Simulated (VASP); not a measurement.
# B (Pm-3m) in VASP: a series of runs, part 2 of 2

VASP 6.6.1. Earlier steps stand in the parts before.

## (5) Band structure, PBE

INCAR

```
  PREC = Accurate
  ENCUT = 520
  EDIFF = 1E-6
  ISMEAR = -1
  SIGMA = 0.05
  LREAL = False
  LASPH = True
  NELM = 100
  ALGO = Fast
  ISIF = 2
  LWAVE = False
  LCHARG = False
  GGA = PE
```

KPOINTS

```
regular mesh
0
Gamma
  14 14 14
```

POSCAR

```
B
1.0
    1.8852400000      0.0000000000      0.0000000000
    0.0000000000      1.8852400000      0.0000000000
    0.0000000000      0.0000000000      1.8852400000
B
1
Direct
    0.5000000000      0.5000000000      0.5000000000
```

KPOINTS_OPT

```
path GXMGRX,MR
20
line-mode
reciprocal
 0.0000000000  0.0000000000  0.0000000000  G
 0.0000000000  0.5000000000  0.0000000000  X

 0.0000000000  0.5000000000  0.0000000000  X
 0.5000000000  0.5000000000  0.0000000000  M

 0.5000000000  0.5000000000  0.0000000000  M
 0.0000000000  0.0000000000  0.0000000000  G

 0.0000000000  0.0000000000  0.0000000000  G
 0.5000000000  0.5000000000  0.5000000000  R

 0.5000000000  0.5000000000  0.5000000000  R
 0.0000000000  0.5000000000  0.0000000000  X

 0.5000000000  0.5000000000  0.0000000000  M
 0.5000000000  0.5000000000  0.5000000000  R
```

Potentials or basis: VASP PAW PBE potentials, release 64 (B).

Run with:

```sh
> cat potpaw_PBE.64/B/POTCAR > POTCAR
> mpirun -np 1 vasp_std > vasp.out
```

OUTCAR:

```text
PREC = Accurate
   ENCUT = 520
   EDIFF = 1E-6
   ISMEAR = -1
   LREAL = False
   LASPH = True
   NELM = 100
   ISIF = 2
   GGA = PE

 ion  position               nearest neighbor table
   1  0.500  0.500  0.500-

  LATTYP: Found a simple cubic cell.
 ALAT       =     1.8852400000

  Lattice vectors:

 A1 = (   1.8852400000,   0.0000000000,   0.0000000000)
 A2 = (   0.0000000000,   1.8852400000,   0.0000000000)
 A3 = (   0.0000000000,   0.0000000000,   1.8852400000)

Analysis of symmetry for initial positions (statically):
=====================================================================
 Subroutine PRICEL returns:
 Original cell was already a primitive cell.

 Routine SETGRP: Setting up the symmetry group for a
 simple cubic supercell.

 Subroutine GETGRP returns: Found 48 space group operations
 (whereof 48 operations were pure point group operations)
 out of a pool of 48 trial point group operations.

The static configuration has the point symmetry O_h .

Analysis of symmetry for dynamics (positions and initial velocities):
=====================================================================
 Subroutine PRICEL returns:
 Original cell was already a primitive cell.

 Routine SETGRP: Setting up the symmetry group for a
 simple cubic supercell.

 Subroutine GETGRP returns: Found 48 space group operations
 (whereof 48 operations were pure point group operations)
 out of a pool of 48 trial point group operations.

The dynamic configuration has the point symmetry O_h .

 Subroutine INISYM returns: Found 48 space group operations
 (whereof 48 operations are pure point group operations),
 and found     1 'primitive' translations

----------------------------------------------------------------------------------------

                                     Primitive cell

  volume of cell :       6.7004

  direct lattice vectors                    reciprocal lattice vectors
     1.885240000  0.000000000  0.000000000     0.530436443  0.000000000  0.000000000
     0.000000000  1.885240000  0.000000000     0.000000000  0.530436443  0.000000000
     0.000000000  0.000000000  1.885240000     0.000000000  0.000000000  0.530436443

  length of vectors
     1.885240000  1.885240000  1.885240000     0.530436443  0.530436443  0.530436443

  position of ions in fractional coordinates (direct lattice)
     0.500000000  0.500000000  0.500000000

  ion indices of the primitive-cell ions
   primitive index   ion index
                 1           1

----------------------------------------------------------------------------------------

 KPOINTS: regular mesh

Automatic generation of k-mesh.
 Grid dimensions read from file:
 generate k-points for:   14   14   14

 Generating k-lattice:

  Cartesian coordinates                     Fractional coordinates (reciprocal lattice)
     0.037888317  0.000000000  0.000000000     0.071428571  0.000000000  0.000000000
     0.000000000  0.037888317  0.000000000     0.000000000  0.071428571  0.000000000
     0.000000000  0.000000000  0.037888317     0.000000000  0.000000000  0.071428571

  Length of vectors
     0.037888317  0.037888317  0.037888317

  Shift w.r.t. Gamma in fractional coordinates (k-lattice)
     0.000000000  0.000000000  0.000000000

 Subroutine IBZKPT returns following result:
 ===========================================

 Found    120 irreducible k-points:

 Following reciprocal coordinates:
            Coordinates               Weight
  0.000000  0.000000  0.000000      1.000000
  0.071429  0.000000  0.000000      6.000000
  0.142857  0.000000  0.000000      6.000000
  0.214286  0.000000  0.000000      6.000000
  0.285714  0.000000  0.000000      6.000000
  0.357143  0.000000  0.000000      6.000000
[... 16 lines left out ...]
  0.285714  0.214286  0.000000     24.000000
  0.357143  0.214286  0.000000     24.000000
 [... further k-points ...]
   k-points           NKPTS =    120   k-points in BZ     NKDIM =    120   number of bands    NBANDS=      5
   number of dos      NEDOS =    301   number of ions     NIONS =      1
   total plane-waves  NPLWV =   2744
   dimension x,y,z NGX =    14 NGY =   14 NGZ =   14
   dimension x,y,z NGXF=    28 NGYF=   28 NGZF=   28
   ions per type =               1
   NGX,Y,Z   is equivalent  to a cutoff of  12.35, 12.35, 12.35 a.u.
   NGXF,Y,Z  is equivalent  to a cutoff of  24.69, 24.69, 24.69 a.u.
 SYSTEM =  unknown system
   PREC   = accura    normal or accurate (medium, high low for compatibility)
   ISTART =      0    job   : 0-new  1-cont  2-samecut
   ICHARG =      2    charge: 1-file 2-atom 10-const
   ISPIN  =      1    spin polarized calculation?
   LNONCOLLINEAR =      F non collinear calculations
   LSORBIT =      F    spin-orbit coupling
   LASPH  =      T    aspherical Exc in radial PAW
   ENCUT  =  520.0 eV  38.22 Ry    6.18 a.u.   3.51  3.51  3.51*2*pi/ulx,y,z
   NELM   =    100;   NELMIN=  2; NELMDL= -5     # of ELM steps
   EDIFF  = 0.1E-05   stopping-criterion for ELM
   LREAL  =      F    real-space projection
   EDIFFG = 0.1E-04   stopping-criterion for IOM
   NSW    =      0    number of steps for IOM
   IBRION =     -1    ionic relax: 0-MD 1-quasi-New 2-CG
   NFREE  =      0    steps in history (QN), initial steepest desc. (CG)
   ISIF   =      2    stress and relaxation
   ISYM   =      2    0-nonsym 1-usesym 2-fastsym
   POTIM  = 0.5000    time-step for ionic-motion
   TEBEG  =    0.0;   TEEND  =   0.0 temperature during run
   PSTRESS=    0.0 pullay stress
   NELECT =       3.0000    total number of electrons
   NUPDOWN=      -1.0000    fix difference up-down
   EMIN   =  10.00;   EMAX   =-10.00  energy-range for DOS
   EFERMI =   0.00;   METHOD = LEGACY
   ISMEAR =    -1;   SIGMA  =   0.05  broadening in eV -4-tet -1-fermi 0-gaus
   EFERMI_NEDOS =   21; number of points for ismear=-14 and -15
   IALGO  =     68    algorithm
   IMIX   =      4    mixing-type and parameters
     AMIX     =   0.40;   BMIX     =  1.00
     AMIX_MAG =   1.60;   BMIX_MAG =  1.00
  volume/ion in A,a.u.               =       6.70        45.22
  Fermi-wavevector in a.u.,A,eV,Ry     =   1.252416  2.366723 21.341361  1.568546
  Thomas-Fermi vector in A             =   2.386317
   LORBIT       =      0    0 simple, 1 ext, 2 COOP (PROOUT), +10 PAW based schemes
   GGA     = PE    functional components
   LHFCALC =     F    Hartree Fock is set to
   AEXX    =    0.0000 exact exchange contribution
   IVDW    =     0    specifies the selected vdW correction
   LEPSILON=     F    determine dielectric tensor
   LRPA    =     F    only Hartree local field effects (RPA)
 non-spin polarized calculation
 RMM-DIIS sequential band-by-band and
  energy-cutoff  :      520.00
  volume of cell :        6.70
 maximum number of plane-waves:       192
   NGX =  7   NGY =  7   NGZ =  7

 number of electron       3.0000000 magnetization

 Free energy of the ion-electron system (eV)
  ---------------------------------------------------
  ext. energy  EPLUGINS =         0.00000000
  ---------------------------------------------------
  free energy    TOTEN  =        -5.60217192 eV

  energy without entropy =       -5.59749517  energy(sigma->0) =       -5.59983354

 E-fermi :   6.9813     XC(G=0): -12.3807

 val. band max:        6.9171063931   @ k =   0.4286   0.2857   0.2857
 cond. band min:       7.0121496612   @ k =   0.3571   0.2143   0.1429
 fundamental gap:      0.0950432681
 Fermi energy:         6.9813060632

 k-point     1 :       0.0000    0.0000    0.0000
  band No.  band energies     occupation
      1      -8.7570      2.00000
      2      20.6298      0.00000
      3      20.6298      0.00000
      4      20.6298      0.00000
      5      31.0640      0.00000

 k-point     2 :       0.0714    0.0000    0.0000
  band No.  band energies     occupation
      1      -8.5835      2.00000
      2      18.9316      0.00000
      3      20.7749      0.00000
      4      20.7749      0.00000
      5      31.2664      0.00000
[... 169 lines left out ...]
 k-point    24 :       0.3571    0.2143    0.0000
  band No.  band energies     occupation
      1      -2.9154      2.00000
      2       6.4326      1.99997
      3      16.9696      0.00000
      4      24.6629      0.00000
      5      29.1865      0.00000

 [... further k-points ...]

------------------------ aborting loop because EDIFF is reached ----------------------------------------

  FORCE on cell =-STRESS in cart. coord.  units (eV):
  Direction    XX          YY          ZZ          XY          YZ          ZX
  --------------------------------------------------------------------------------------
  -------------------------------------------------------------------------------------
  Total        0.0163095      0.0163095      0.0163095     -0.0000000      0.0000000     -0.0000000
  in kB        3.8998694      3.8998694      3.8998694     -0.0000000      0.0000000     -0.0000000
  external PRESSURE =       3.8998694 kB  Pullay stress =       0.0000000 kB

 VOLUME and BASIS-vectors are now :
 -----------------------------------------------------------------------------
  energy-cutoff  :      520.00
  volume of cell :        6.70
      direct lattice vectors                 reciprocal lattice vectors
     1.885240000  0.000000000  0.000000000     0.530436443  0.000000000  0.000000000
     0.000000000  1.885240000  0.000000000     0.000000000  0.530436443  0.000000000
     0.000000000  0.000000000  1.885240000     0.000000000  0.000000000  0.530436443

 POSITION                                       TOTAL-FORCE (eV/Angst)
 -----------------------------------------------------------------------------------
      0.94262      0.94262      0.94262         0.000000      0.000000      0.000000
 -----------------------------------------------------------------------------------
    total drift:                                0.000000      0.000000     -0.000000

  FREE ENERGIE OF THE ION-ELECTRON SYSTEM (eV)
  ---------------------------------------------------
  free  energy   TOTEN  =        -5.6021719155 eV

  energy  without entropy=       -5.5974951726  energy(sigma->0) =       -5.59983354
```

Run time: 2.4 s. Hardware: 1 thread of Intel Xeon Platinum 8559C (Emerald Rapids), shared host; peak memory 0.11 GiB.

Results:

* Free energy: -5.6022 eV
* Pressure: 0.4 GPa
* Band gap along the path: none (metal or under the smearing width)

Levels at the corners of the path, in eV from the Fermi level:
```
point  band 1  band 2  band 3  band 4  band 5
    Γ  -15.74   13.65   13.65   13.65   24.08
    X   -8.19   -6.18   17.52   17.52   30.01
    X   -8.19   -6.18   17.52   17.52   30.01
    M   -1.91   -1.91    4.33    8.21   20.67
    M   -1.91   -1.91    4.33    8.21   20.67
    Γ  -15.74   13.65   13.65   13.65   24.08
    Γ  -15.74   13.65   13.65   13.65   24.08
    R    3.46    3.46    3.46   16.62   16.62
    R    3.46    3.46    3.46   16.62   16.62
    X   -8.19   -6.18   17.52   17.52   30.01
    M   -1.91   -1.91    4.33    8.21   20.67
    R    3.46    3.46    3.46   16.62   16.62
```

## (6) The reference run

An earlier run on the cell as given: functional PBE; potentials or basis VASP PAW PBE potentials, release 64 (B); cutoff 520 eV; k mesh 14 × 14 × 14; occupations fermi-dirac, width 0.05 eV; no spin polarisation.

* Pressure: 0.4 GPa
* Band gap on the k mesh: none (metal or under the smearing width)

## (7) The runs side by side

```tsv
task	level	potentials or basis	pressure (GPa)
band structure	LDA	VASP PAW LDA potentials, release 64 (B)	-7.1
band structure	PBE	VASP PAW PBE potentials, release 64 (B)	0.4
single point	PBE	VASP PAW PBE potentials, release 64 (B)	0.4
```

Alike in all rows: no spin polarisation; cell as given; k mesh 14 × 14 × 14; cutoff (eV) 520; smearing fermi-dirac 0.05 eV.

Absolute energies hang on the potentials; compare differences alone.
